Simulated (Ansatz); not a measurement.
**BN and the effect of the pressure**

The cell as given:

The structure is cubic, space group F-43m (No. 216). The conventional cell has a = 3.626 Å, b = 3.626 Å, c = 3.626 Å, α = 90.00°, β = 90.00°, γ = 90.00°. Around N (site symmetry -43m) lie 4 B at 1.57 Å. Around B (site symmetry -43m) lie 4 N at 1.57 Å.

Kept alike: task relaxation of cell and atoms; functional PBEsol; k mesh 13 × 13 × 13; occupations fermi-dirac, width 0.05 eV; no spin polarisation. Program: Ansatz, all-electron LAPW, scalar-relativistic. The mesh is that of the run's cell of 2 atoms. No spin-orbit coupling.

```csv
"pressure, P (GPa)",volume (Å³/atom)
0,5.860
5,5.786
10,5.717
20,5.588
30,5.471
```

The relaxations keep at least the cell's symmetry (F-43m). The runs follow the start's structure, whether or not it is the stable one at these pressures. P is the pressure aimed at, which the runs meet within some hundredths to tenths of a GPa.

The volume falls from 5.860 to 5.471 Å³/atom between 0 and 30 GPa. The volume falls ever more slowly, since the solid stiffens under load. At the pressures aimed at, which the runs meet within some tenths of a GPa, the step from 0 to 5 GPa gives a mean bulk modulus near 393 GPa, the last step 473 GPa.
